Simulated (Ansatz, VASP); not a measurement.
**H2PtO2 in two plane-wave programs**

Aim: how closely do two programs agree when they are given the same cell, functional and k mesh? The cell is taken from a series of runs on this material, whose earlier steps may have relaxed, scaled, displaced or heated it; both programs get it as it stands.

Method: plane waves, with VASP 6.6.1 beside it; single point at PBE, in Ansatz 0.2.0.

## Step 1: Set-up

The cell holds 5 atoms: 1 Pt, 2 O and 2 H. Its edges and angles: a = 4.145 Å, b = 4.145 Å, c = 17.230 Å, α = 90.0°, β = 90.0°, γ = 44.6°. Vacuum lies along c.

As a file:

```xyz
5
Lattice="4.1073 0.5569 0.0000 2.5351 3.2792 0.0000 0.0000 0.0000 17.2300" Properties=species:S:1:pos:R:3
Pt    2.2105    1.2988    8.6150
O     4.9425    2.8766    9.7281
O     6.1208    3.5570    7.5019
H     4.0846    2.3811    9.6874
H     0.3363    0.2164    7.5426
```

## Step 2: VASP: single point, PBE

A single point gives forces, pressure and levels at one fixed geometry, so differences don't come from the geometry; what else differs is listed under the comparison.

Lines of VASP's logs that name or quote its potential files are left out, and so is its time.

The input, INCAR:

```
SYSTEM = H2PtO2
PREC = Accurate
ENCUT = 600
EDIFF = 1E-06
NELM = 120
ISMEAR = -1
SIGMA = 0.05
LREAL = .FALSE.
ALGO = Normal
GGA = PE
NBANDS = 18
LASPH = .TRUE.
LORBIT = 11
LWAVE = .FALSE.
LCHARG = .FALSE.
ISIF = 2
GGA_COMPAT = .FALSE.
EFERMI = MIDGAP
KPAR = 2
```

The input, POSCAR:

```
H2PtO2
1.0
    4.1072855214      0.5568599847      0.0000000000
    2.5350680492      3.2792251193      0.0000000000
    0.0000000000      0.0000000000     17.2300000000
Pt O H
1 2 2
Direct
    0.3281230034      0.3403363966      0.5000000000
    0.7394335313      0.7516469245      0.5646035385
    0.9168124755      0.9290258687      0.4353964615
    0.6102707642      0.6224841573      0.5622384243
    0.0459752427      0.0581886358      0.4377615757
```

The input, KPOINTS:

```
Automatic mesh
0
Gamma
9 9 1
0 0 0
```

The projector-augmented-wave data sets are Pt, O and H (PBE family, release 64).

Launch:

```console
$ mpirun -np 2 vasp_std
```

Numbers of over 12 decimals in the logs are rounded to 6 here.

Log:

```text
[banner, memory and clock lines left out]
running    2 mpi-ranks, on    1 nodes
 distrk:  each k-point on    1 cores,    2 groups
 distr:  one band on    1 cores,    1 groups

 POSCAR found type information on POSCAR PtO H
 POSCAR found :  3 types and       5 ions
 LDA part: xc-table for (Slater+PW92), standard interpolation
 POSCAR, INCAR and KPOINTS ok, starting setup
 FFT: planning ... GRIDC
 FFT: planning ... GRID_SOFT
 FFT: planning ... GRID
 WAVECAR not read
 entering main loop
       N       E                     dE             d eps       ncg     rms          rms(c)
DAV:   1     0.210285518896E+03    0.21029E+03   -0.99961E+03   900   0.114E+03
DAV:   2    -0.198473077438E+01   -0.21227E+03   -0.20296E+03  1344   0.235E+02
DAV:   3    -0.286560974230E+02   -0.26671E+02   -0.26426E+02  1174   0.100E+02
DAV:   4    -0.291463496045E+02   -0.49025E+00   -0.48944E+00  1084   0.147E+01
DAV:   5    -0.291528268423E+02   -0.64772E-02   -0.64762E-02  1152   0.159E+00    0.205E+01
DAV:   6    -0.262130930741E+02    0.29397E+01   -0.16690E+01   962   0.331E+01    0.107E+01
DAV:   7    -0.259606939018E+02    0.25240E+00   -0.23362E+00  1028   0.155E+01    0.676E+00
DAV:   8    -0.259168133083E+02    0.43881E-01   -0.21557E-01  1164   0.462E+00    0.717E-01
DAV:   9    -0.259113792973E+02    0.54340E-02   -0.32046E-02  1100   0.138E+00    0.291E-01
DAV:  10    -0.259115992066E+02   -0.21991E-03   -0.19576E-03  1110   0.338E-01    0.159E-01
DAV:  11    -0.259117641969E+02   -0.16499E-03   -0.42580E-04   996   0.181E-01    0.537E-02
DAV:  12    -0.259118243267E+02   -0.60130E-04   -0.76370E-05  1008   0.710E-02    0.126E-02
DAV:  13    -0.259118550763E+02   -0.30750E-04   -0.91267E-06  1024   0.175E-02    0.102E-02
DAV:  14    -0.259118851231E+02   -0.30047E-04   -0.39919E-06  1056   0.123E-02    0.520E-03
DAV:  15    -0.259119387891E+02   -0.53666E-04   -0.57821E-06  1066   0.122E-02    0.249E-03
DAV:  16    -0.259119562984E+02   -0.17509E-04   -0.66380E-07   938   0.463E-03    0.126E-03
DAV:  17    -0.259119693597E+02   -0.13061E-04   -0.15452E-06   956   0.452E-03    0.675E-04
DAV:  18    -0.259119756942E+02   -0.63345E-05   -0.22389E-07   904   0.204E-03    0.297E-04
DAV:  19    -0.259119805140E+02   -0.48198E-05   -0.11589E-07   768   0.142E-03    0.369E-04
DAV:  20    -0.259119835634E+02   -0.30494E-05   -0.10060E-07   812   0.119E-03    0.189E-04
DAV:  21    -0.259119842333E+02   -0.66990E-06   -0.14022E-08   868   0.490E-04
   1 F= -.25911984E+02 E0= -.25911984E+02  d E =-.130100E-09
```

OUTCAR, selected parts (step 2):

```text
ion  position               nearest neighbor table
   1  0.328  0.340  0.500-   3 2.04   2 2.04   2 2.04   3 2.04
   2  0.739  0.752  0.565-   4 0.99   1 2.04   1 2.04
   3  0.917  0.929  0.435-   5 0.99   1 2.04   1 2.04
   4  0.610  0.622  0.562-   2 0.99
   5  0.046  0.058  0.438-   3 0.99

  LATTYP: Found a base centered orthorhombic cell.
 ALAT       =     3.1437461262
 B/A-ratio  =     2.4399201585
 C/A-ratio  =     5.4807224592

 Subroutine GETGRP returns: Found  4 space group operations
 (whereof  1 operations were pure point group operations)

The static configuration has the point symmetry C_1 .
 The point group associated with its full space group is C_2h.

 Found     25 irreducible k-points:

   k-points           NKPTS =     25   k-points in BZ     NKDIM =     25   number of bands    NBANDS=     18

   dimension x,y,z NGX =    36 NGY =   36 NGZ =  140
   dimension x,y,z NGXF=    72 NGYF=   72 NGZF=  280

   ENCUT  =  600.0 eV  44.10 Ry    6.64 a.u.   8.28  8.28 34.41*2*pi/ulx,y,z

   NELECT =      24.0000    total number of electrons

 k-points in reciprocal lattice and weights: Automatic mesh
   0.00000000  0.00000000  0.00000000       0.012
   0.11111111  0.00000000  0.00000000       0.049
   0.22222222  0.00000000  0.00000000       0.049
   0.33333333 -0.00000000  0.00000000       0.049
   0.44444444  0.00000000  0.00000000       0.049
   0.11111111  0.11111111  0.00000000       0.025
   0.22222222  0.11111111  0.00000000       0.049
   0.33333333  0.11111111  0.00000000       0.049
   0.44444444  0.11111111  0.00000000       0.049
[...]
0.44444444  0.44444444  0.00000000       0.025
  -0.44444444  0.44444444  0.00000000       0.025

 average (electrostatic) potential at core
       1 -77.2082       2 -80.0841       3 -80.0841       4 -43.2655       5 -43.2655

 E-fermi :  -2.8341

 k-point     1 :       0.0000    0.0000    0.0000
  band No.  band energies     occupation
    ...
      8      -6.7881      2.00000
      9      -5.9160      2.00000
     10      -5.3352      2.00000
     11      -5.1810      2.00000
     12      -4.0309      2.00000
     13      -0.6257      0.00000
     14      -0.5787      0.00000
     15      -0.1051      0.00000
     16       2.0632      0.00000
     17       2.2112      0.00000
    ...

 k-point     2 :       0.1111    0.0000    0.0000
  band No.  band energies     occupation
    ...
      8      -6.8505      2.00000
      9      -5.7964      2.00000
     10      -5.1224      2.00000
     11      -5.0499      2.00000
     12      -4.0644      2.00000
     13      -1.0511      0.00000
     14      -0.3996      0.00000
     15       0.3665      0.00000
     16       2.2620      0.00000
     17       2.4395      0.00000
    ...

 k-point     3 :       0.2222    0.0000    0.0000
  band No.  band energies     occupation
    ...
      8      -7.0159      2.00000
      9      -5.5759      2.00000
     10      -5.0322      2.00000
     11      -4.7868      2.00000
     12      -4.1734      2.00000
     13      -1.5399      0.00000
     14       0.0816      0.00000
     15       1.1765      0.00000
     16       2.8497      0.00000
     17       3.0773      0.00000
    ...

  Total        0.0678152      0.0633521     -0.0333007      0.0038674     -0.0372136     -0.0644240
  in kB        0.5230121      0.4885912     -0.2568253      0.0298267     -0.2870027     -0.4968581
  external PRESSURE =       0.2515927 kB  Pullay stress =       0.0000000 kB

  energy-cutoff  :      600.00
  volume of cell :      207.74
      direct lattice vectors                 reciprocal lattice vectors
     4.107285521  0.556859985  0.000000000     0.271976060 -0.210256324  0.000000000
     2.535068049  3.279225119  0.000000000    -0.046185480  0.340654665  0.000000000
     0.000000000  0.000000000 17.230000000     0.000000000  0.000000000  0.058038305

 POSITION                                       TOTAL-FORCE (eV/Angst)
 -----------------------------------------------------------------------------------
      2.21047      1.29876      8.61500         0.000000      0.000000      0.000000
      4.94254      2.87658      9.72812         0.046066      0.026604      0.019058
      6.12075      3.55702      7.50188        -0.046066     -0.026604     -0.019058
      4.08460      2.38110      9.68737        -0.077479     -0.044746      0.009338
      0.33635      0.21642      7.54263         0.077479      0.044746     -0.009338
 -----------------------------------------------------------------------------------
    total drift:                               -0.000002     -0.000002      0.000001

  FREE ENERGIE OF THE ION-ELECTRON SYSTEM (eV)
  ---------------------------------------------------
  free  energy   TOTEN  =       -25.9119842333 eV

  energy  without entropy=      -25.9119842332  energy(sigma->0) =      -25.91198423

 total charge
# of ion       s       p       d       tot
------------------------------------------
    1        0.661   0.514   8.070   9.246
    2        1.558   3.493   0.000   5.051
    3        1.558   3.493   0.000   5.051
    4        0.595   0.118   0.000   0.713
    5        0.595   0.118   0.000   0.713
--------------------------------------------------
tot          4.968   7.735   8.070  20.774

[... 3 further parts left out ...]
```

## Step 3: Ansatz: single point, PBE

Ansatz runs on its default PAW (the set named soft_2) files.

The same cell, functional, mesh and smearing now go to Ansatz, which takes its cutoff from its data sets.

The input, input.yaml:

```yaml
crystal:
  lattice:
    - [4.1072855214, 0.5568599847, 0.0]
    - [2.5350680492, 3.2792251193, 0.0]
    - [0.0, 0.0, 17.23]
  atoms:
    - { symbol: Pt, position: [0.3281230034, 0.3403363966, 0.5] }
    - { symbol: O, position: [-0.260566468, -0.2483530762, 0.5646035385] }
    - { symbol: O, position: [0.9168124762, 0.929025868, 0.4353964615] }
    - { symbol: H, position: [0.6102707549, -0.3775158334, 0.5622384243] }
    - { symbol: H, position: [1.0459752334, 1.0581886451, 0.4377615757] }
kpoints:
  mp_grid: { grid: [9, 9, 1] }
  band_path:
    path:
      - [0.0, 0.0, 0.0]
      - [0.29199415, -0.29199415, 0.0]
      - [0.70800585, 0.29199415, 0.0]
      - [0.5, 0.5, 0.0]
      - [0.0, 0.0, 0.0]
    npoints: 15
scf:
  occupations: { method: fermi_dirac, width: 0.05 }
  n_extra_bands: 9
hamiltonian:
  xc: pbe
  pseudopotentials: { kind: paw }
output:
  forces: true
  stress: true
  populations: true
  write_bands: true
  write_density: true
  write_potential: true
  elf: true
  volumetric_format: npy
```

Launch:

```console
$ ansatz run input.yaml --threads 4 --pin off --max-ram 8192MiB --backend cpu --events-out ev --progress --plain --runs-dir out
```

Log:

```text
scf.n_extra_bands = 9 over 16 filled bands (N_el = 32.0): the run solves 25 bands
Engine: ansatz 0.2.0, x86_64-unknown-linux-gnu
Pseudopotentials: kind: paw
Pseudopotential: Pt, paw, valence charge 18, recommended cutoff 420 eV (normal), Pt.paw.azcp
Pseudopotential: O, paw, valence charge 6, recommended cutoff 420 eV (normal), O.paw.azcp
Pseudopotential: H, paw, valence charge 1, recommended cutoff 420 eV (normal), H.paw.azcp
Functional definition: PBE
  parameter kappa = 0.804
  parameter beta = 0.066725
  exchange = pbe_x(kappa = kappa, mu = beta*pi^2/3)
  correlation = pbe_c(beta = beta)
Crystal: 5 atoms, lattice volume = 207.743 Å³
Basis set: ecut = 420 eV, 4049 PW (Γ), exchange–correlation on 60×60×240 points (8 copies of the dense FFT grid, shifted against one another)
Bands: 25, of which v1, the nominal top of the filled ones, is band 16 counted from 1 (15 counted from 0)
Symmetry: 4 space group operations
Space group: C2/m (ITA 12), of the structure as read, at distance tolerance 5.9e-5 Å
k-points: 25 of 81
Non-local potential: Pt, projectors of the file, l = 0: 3, l = 1: 2, l = 2: 2, l = 3: 1
Non-local potential: O, projectors of the file, l = 0: 2, l = 1: 2, l = 2: 1
Non-local potential: H, projectors of the file, l = 0: 2, l = 1: 1
PAW form: soft (Blöchl's): semilocal exchange-correlation on the pseudo side does not see the compensation charge
PAW one-centre angular grid: Pt, 590 points (default); XC on 64 Gauss nodes
PAW one-centre angular grid: O, 110 points (default); XC on 64 Gauss nodes
PAW one-centre angular grid: H, 110 points (default); XC on 64 Gauss nodes
Initial density: superposition of atomic densities (neutral atoms: chi_scale 0, normalization atom), corrected by the library's trained network
Initial wavefunctions: pseudopotential atomic-orbital guess
Functional: x = pbe(κ = 0.804, μ = 0.219515), c = pbe(β = 0.066725)
SCF iter   1: F=—  HF=-13687.790693 eV  |F-HF|=—  |Δ(HF+E_count)|=         —  Δρ=4.43e-3  dr2=4.73e-2  ethr=1.77e-3  ⟨swp⟩=6.4  Hψ=3206  notcnv=0  defer=16
preconditioner: auto → Resta (q_TF=auto, 1.998 Å⁻¹)  ε∞=1.9  [insulator: Δε(μ)=2.262 eV  Ē_g=13.668 eV  σ=0.050 eV  W_gap=1.00  n_scr=24 (ndim 8)  ℏωp=12.6 eV  f_vac=0.729  D(μ)=0.00/eV (n_scr^D=0)  ε∞_Penn≈1.9  vacuum switching on, ρ_ref=1.4e-2 e/Å³]
SCF iter   2: F=—  HF=-13687.784277 eV  |F-HF|=—  |Δ(HF+E_count)|=   6.42e-3  Δρ=2.90e-3  dr2=1.37e-2  ethr=1.48e-4  ⟨swp⟩=2.5  Hψ=1260  notcnv=0  defer=59
SCF iter   3: F=—  HF=-13687.781857 eV  |F-HF|=—  |Δ(HF+E_count)|=   2.42e-3  Δρ=1.01e-3  dr2=1.74e-3  ethr=4.27e-5  ⟨swp⟩=2.2  Hψ=929  notcnv=0  defer=59
SCF iter   4: F=—  HF=-13687.781824 eV  |F-HF|=—  |Δ(HF+E_count)|=   3.31e-5  Δρ=3.50e-4  dr2=1.76e-4  ethr=5.44e-6  ⟨swp⟩=2.6  Hψ=1052  notcnv=0  defer=59
SCF iter   5: F=—  HF=-13687.781889 eV  |F-HF|=—  |Δ(HF+E_count)|=   6.55e-5  Δρ=8.64e-5  dr2=9.31e-6  ethr=5.49e-7  ⟨swp⟩=2.0  Hψ=969  notcnv=0  defer=59
SCF iter   6: F=—  HF=-13687.781935 eV  |F-HF|=—  |Δ(HF+E_count)|=   4.57e-5  Δρ=1.56e-5  dr2=2.86e-7  ethr=2.91e-8  ⟨swp⟩=2.0  Hψ=1019  notcnv=0  defer=59
iter 7 met the thresholds in force, and the SCF goes on: an eigenvalue changes by 22.74 meV, over its tolerance of 10.00 meV (output.eigenvalues, Limitations)
SCF iter   7: F=-13687.781935 eV  HF=-13687.781935 eV  |F-HF|=6.57e-8  |Δ(HF+E_count)|=   1.21e-7  Δρ=3.83e-6  dr2=1.71e-8  ethr=3.13e-10  ⟨swp⟩=18.7  Hψ=4922  notcnv=0
SCF iter   8: F=-13687.781935 eV  HF=-13687.781935 eV  |F-HF|=1.11e-9  |Δ(HF+E_count)|=   7.06e-8  Δρ=4.38e-7  dr2=2.39e-10  ethr=5.35e-11  ⟨swp⟩=11.0  Hψ=4132  notcnv=0
SCF 1 converged in 8 iterations: F = -13687.781935 eV  dr2 = 2.39e-10
  greatest PAW one-centre occupation: 1.000 electrons in one spin orbital (limit 2), on the Pt atom at site 0 (counted from 0), in its partial waves of l = 0
NSCF: frozen V_eff on 61 k-points
WARN: The output density's exchange-correlation potential varies sharply where the density is thin. Do not read a vacuum level from v_tot or v_xc, or from such a field of the output density. On a cell that repeats whose density bears no net charge and no dipole along the vacuum's axis use v_es (v_loc + v_h of the components); under efield.dipole_correction with no amplitude use v_es + v_field, which holds any externa [...]
SCF converged after 8 iterations
an eigenvalue changed by more than its tolerance at an iteration that met the thresholds in force, so the SCF went on 1 time: the last check found none over its tolerance
Free energy (F): -13687.781935 eV
Harris-Foulkes:  -13687.781935 eV  (|F-HF|=1.11e-9)
Internal energy: -13687.781935 eV  (E = F + TS)
E sigma→0 (E₀):  -13687.781935 eV
Fermi energy:    -1.688974 eV
--- Per-component energies (eV) ---
  E_band       = -749.260817
  E_kinetic    = 1012.602360
  E_local      = -18436.646752  (includes V_loc(G=0)·N_el)
  E_nonlocal   = 300.624092
  E_hartree    = 8623.015241
  E_xc         = -424.217159
  E_vxc        = -510.072361  (∫ρ·V_xc dr)
  E_paw        = -9771.599343  (= ΣΔE_a)
  E_vpaw       = -361.800603  (= ΣTr[D̂ρ^β])
  E_aug_tail   = 0.002752  (compensation charges beyond the density's cutoff)
  E_ewald      = 5008.436874
  E_smearing   = -0.000000  (= −TS)
  E_closure    = -0.000000  (closes the sum)
  Σ components = -13687.781935   (vs F -13687.781935, Δ=0.00e0)
--- Forces (eV/Å), atoms counted from 1 ---
  atom   1  Pt    -0.00000000     0.00000000     0.00000000
  atom   2  O     -0.00732847    -0.00423233     0.00288495
  atom   3  O      0.00732847     0.00423233    -0.00288495
  atom   4  H      0.00580681     0.00335354    -0.00368705
  atom   5  H     -0.00580681    -0.00335354     0.00368705
  max |Σ_I F_I| component: 4.34e-19 eV/Å
--- Stress (GPa, compression-positive) ---
       -0.008150      -0.006301      -0.002882
       -0.006301      -0.000879      -0.001664
       -0.002883      -0.001665      -0.003543
  P = ⅓ Tr σ = -0.0042 GPa (-0.042 kbar)
--- Band table (eV; the first three rows and the last of 25) ---
  k-point 0: bands = [... 12 lower, -4.7885, -4.1656, -4.0447, -2.9018, 0.5633, 0.5708, 1.0247, 3.1714, ... 5 higher]
  k-point 1: bands = [... 12 lower, -4.6695, -3.9627, -3.9071, -2.9308, 0.1293, 0.7485, 1.5057, 3.3705, ... 5 higher]
  k-point 2: bands = [... 12 lower, -4.4484, -3.8781, -3.6517, -3.0255, -0.3549, 1.2252, 2.3161, 3.9594, ... 5 higher]
  k-point 24: bands = [... 12 lower, -4.0209, -3.9621, -3.8267, -2.8581, 0.1714, 1.5426, 3.4330, 4.5750, ... 5 higher]
--- Löwdin populations: 5 sites ---
  site symbol       q [e]
     0     Pt     17.2749
     1      O      6.6388
     2      O      6.6388
     3      H      0.6307
     4      H      0.6307
  spilling = 0.005812 (of n_electrons = 32.000000)
```

## Step 4: Comparison

Known differences besides the potentials themselves: the data sets hold 32 valence electrons in Ansatz (on its default PAW (the set named soft_2) files) and 24 in VASP; the cutoff is 420 eV in Ansatz and 600 eV in VASP. Total energies have different zeros and are not compared.

The two programs side by side:

| quantity | Ansatz | VASP | difference |
| --- | --- | --- | --- |
| pressure (GPa) | 0.00 | 0.03 | -0.03 |
| gap on the k mesh (eV) | 2.236 | 2.181 | +0.055 |

Forces (eV/Å; atoms numbered as in POSCAR):

| atom | Ansatz x, y, z | VASP x, y, z |
| --- | --- | --- |
| Pt1 | 0.000, 0.000, 0.000 | 0.000, 0.000, 0.000 |
| O2 | -0.007, -0.004, 0.003 | 0.046, 0.027, 0.019 |
| O3 | 0.007, 0.004, -0.003 | -0.046, -0.027, -0.019 |
| H4 | 0.006, 0.003, -0.004 | -0.077, -0.045, 0.009 |
| H5 | -0.006, -0.003, 0.004 | 0.077, 0.045, -0.009 |

The forces differ by 42 meV/Å r.m.s., where the r.m.s. force is 0.004 eV/Å in Ansatz and 0.039 eV/Å in VASP: the atoms lie near their places of rest in Ansatz, so a percentage would say little (all taken over all components). A gap on the mesh is an upper bound, since the band edges may lie between its points; neither run holds spin-orbit coupling, which can move the band edges of a compound of Pt. With vacuum in the cell, a pressure given here is an average over mostly empty space and none of the material.

## Step 5: Other set-ups

Further runs change the set-up of one program: Ansatz's method, potentials or start, or VASP's data sets, cutoff or form of LDA. The table gives Ansatz less VASP for each quantity, since a change that brings one quantity closer may part another.

| run | r.m.s. force difference (meV/Å) | pressure (GPa) | gap on the k mesh (eV) |
| --- | --- | --- | --- |
| as above | 42 | -0.029 | 0.055 |
| VASP with the data sets Pt_sv_GW, O and H | 39 | 0.067 | 0.018 |

## Step 6: Outcome

```json
{
 "r.m.s. force difference (single point, PBE)": "42 meV/Å",
 "difference in gap on the k mesh (single point, PBE)": "0.055 eV"
}
```

In words: The r.m.s. force difference is 42 meV/Å (single point, PBE), beyond the 12 meV/Å picked in this series as the mark of a large difference. The data sets hold unlike numbers of valence electrons (32 in Ansatz and 24 in VASP), so part of the differences comes from the potentials. Single point, PBE, VASP with the data sets Pt_sv_GW, O and H: the difference in pressure goes from -0.029 to 0.067 GPa; the difference in gap on the k mesh goes from 0.055 to 0.018 eV. Such differences can come from data sets, numerical settings and the points named under the comparisons, not from the functional's error against experiment.

[Lines on the potential files, build, host, timing and source positions are cut from VASP's logs without a mark.]

[Logs are printed without paths, hosts, clocks, repeated set-up lines and the standing remarks that a program may print on its own settings, such as how far it seeks lower states.]

[Hosts, paths, dates, database ids (printed as entryN), source tags and the programs' standing remarks are cut or masked in the printed files.]
